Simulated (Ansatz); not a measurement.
# InSe: the cost of one run

Program: Ansatz 0.2.0. Level of theory: DFT LDA, scalar-relativistic, plane waves, PAW. These are calculated values, not measurements.

4 further runs of the same task are left out: 3 that didn't finish, 1 set aside as unsound or not needed.

## (1) Starting point

It takes space group R3m (No. 160, trigonal). The conventional cell has a = 4.047 Å, b = 4.047 Å, c = 25.826 Å, α = 90.00°, β = 90.00°, γ = 120.00°. Around In (site symmetry 3m) lie 3 Se at 2.65 Å and 1 In at 2.80 Å. Around Se (site symmetry 3m) lie 3 In at 2.65 Å.

Coordinates:

```cif
data_structure
_symmetry_space_group_name_H-M 'R3m:H'
_symmetry_Int_Tables_number 160
_cell_length_a 4.0467
_cell_length_b 4.0467
_cell_length_c 25.8256
_cell_angle_alpha 90.000
_cell_angle_beta 90.000
_cell_angle_gamma 120.000
_cell_volume 366.25
loop_
_atom_site_label
_atom_site_type_symbol
_atom_site_symmetry_multiplicity
_atom_site_Wyckoff_symbol
_atom_site_fract_x
_atom_site_fract_y
_atom_site_fract_z
_atom_site_occupancy
In1 In 3 a 0.66667 0.33333 0.22299 1
In2 In 3 a 0.66667 0.33333 0.33150 1
Se1 Se 3 a 0.33333 0.66667 0.04696 1
Se2 Se 3 a 0.00000 0.00000 0.17419 1
```

The structure comes from the Materials Project (structure only).

(A quick probe on a coarse mesh, which set the mesh and smearing, is not shown.)

## (3) The relaxation

input.yaml reads:

```yaml
crystal:
  lattice:
    - [2.02334262, 1.16817741, 8.60852462]
    - [-2.02334262, 1.16817741, 8.60852462]
    - [0.0, -2.33635482, 8.60852462]
  atoms:
    - { symbol: In, position: [0.11034651, 0.11034651, 0.11034651] }
    - { symbol: In, position: [0.00183013, 0.00183013, 0.00183013] }
    - { symbol: Se, position: [0.61970981, 0.61970981, 0.61970981] }
    - { symbol: Se, position: [0.82581154, 0.82581154, 0.82581154] }
basis:
  ecutwfc: 420
kpoints:
  mp_grid: { grid: [12, 12, 12] }
hamiltonian:
  xc: lda
scf:
  occupations: { method: gaussian, width: 0.01 }
output:
  forces: true
  stress: true
  eigenvalues: true
relax:
  adjacent_minimum: "off"
  f_tol: 0.005
  max_steps: 80
  cell: { stress_tol: 0.05 }
```

Command:

```console
> ansatz run input.yaml --threads 4 --pin off --max-ram 8192MiB --backend cpu --events-out ev --progress --plain --runs-dir out
```

Q: Estimate wall time and peak memory on 4 threads of Intel Xeon Platinum 8259CL at 2.50GHz (Skylake/Cascade Lake), shared host.

About 3.2 min, with a peak of 0.95 GiB.
